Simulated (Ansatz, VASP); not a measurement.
**Two plane-wave programs on MoS2**

```xyz
6
Lattice="3.1603 0.0000 0.0000 -1.5802 2.7369 0.0000 0.0000 0.0000 10.9318" Properties=species:S:1:pos:R:3 pbc="T T T"
Mo    0.0000    1.8246    2.7330
Mo    1.5802    0.9123    8.1989
S     0.0000    1.8246    6.8432
S     1.5802    0.9123    1.3773
S     0.0000    1.8246    9.5545
S     1.5802    0.9123    4.0886
```

Alike in both runs: task single point; functional PBEsol; k mesh 12 × 12 × 4; no spin polarisation.

|  | VASP | Ansatz |
| --- | --- | --- |
| version | VASP 6.6.1 | Ansatz 0.2.0 |
| potentials or method | VASP PAW PBE potentials, release 64 (Mo_sv, S) | scalar-relativistic, plane waves, PAW |
| plane-wave cutoff (eV) | 520 | 420 |
| occupations | methfessel-paxton of order 1, width 0.2 eV | cold, width 0.2 eV |
| valence electrons in the cell | 52 | 52 |

```csv
,VASP,Ansatz,Ansatz less VASP
gap on the k mesh at the Fermi level (eV),none,none,-
pressure (GPa),27.5,27.6,+0.09
largest component of the traceless stress (GPa),18.87,18.67,-0.202
rms of the force components (eV/Å),2.105,2.102,-0.0029
```

Atom by atom the forces differ by 0.003 eV/Å (rms over components). A gap of «none» marks a metal or a gap that the smearing closes.

Caveats: so large a pressure means that the cell lies far from this level's equilibrium, or that cutoff or potentials fall short (VASP); the potentials were made for another functional, which shifts forces and pressure (VASP).
